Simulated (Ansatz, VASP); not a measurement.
## One calculation of Ru, two programs

```
Ru
1.0
     2.72003    0.00000    0.00000
    -1.36001    2.35561    0.00000
     0.00000    0.00000   27.89031
Ru
7
Direct
  0.33333 0.66667 0.27152
  0.66667 0.33333 0.34550
  0.33333 0.66667 0.42261
  0.66667 0.33333 0.50000
  0.33333 0.66667 0.57739
  0.66667 0.33333 0.65450
  0.33333 0.66667 0.72848
```

Alike in both runs: functional PBE; k mesh 15 × 15 × 1; occupations gaussian, width 0.1 eV; no spin polarisation.

Ansatz relaxed the structure, and its values are those at the end. VASP's run is a single point on that final structure, the one shown.

```csv
,VASP,Ansatz
version,VASP 6.6.1,Ansatz 0.2.0
potentials or method,"VASP PAW PBE potentials, release 64 (Ru_pv)","scalar-relativistic, plane waves, PAW"
plane-wave cutoff (eV),520,420
valence electrons in the cell,98,112
```

```csv
,VASP,Ansatz,Ansatz less VASP
gap on the k mesh at the Fermi level (eV),none,none,-
rms of the force components (eV/Å),0.004,0.001,-0.0036
"work function, face that differs most (eV)",4.91,4.99,+0.075
```

A gap of «none» marks a metal or a gap that the smearing closes. The functional is the same, so the differences come from potentials, cutoffs and numerics. The two sets of potentials don't hold the same shells in valence.
